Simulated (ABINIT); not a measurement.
The system is Cu.

```
Cu
1.0
     0.00000    1.80750    1.80750
     1.80750    0.00000    1.80750
     1.80750    1.80750    0.00000
Cu
1
Direct
  0.00000 0.00000 0.00000
```

Program: ABINIT 10.8.3 (patched build). Alike in all runs: task band structure; no spin polarisation; cell as given; k mesh 13 × 13 × 13; smearing fermi-dirac 0.05 eV.

Q: Order these runs on this cell by their pressure, lowest first.
A. level LDA; potentials or basis PseudoDojo NC SR LDA v0.4 stringent; cutoff (eV) 1524
B. level PW91; potentials or basis PseudoDojo NC SR PBE v0.4.1 standard; cutoff (eV) 1252
C. level WC; potentials or basis PseudoDojo NC SR PBEsol v0.4.1 standard; cutoff (eV) 1252
D. level OLYP; potentials or basis PseudoDojo NC SR PBE v0.4.1 standard; cutoff (eV) 1252
E. level RPBE; potentials or basis PseudoDojo NC SR PBE v0.4.1 standard; cutoff (eV) 1252

A: A (-13.1 GPa), C (-6.3 GPa), B (0.9 GPa), D (4.6 GPa), E (7.2 GPa).

Caveats: the potentials were made for another functional, which shifts forces and pressure (some runs).

Runs at the PBE level aren't shown here.
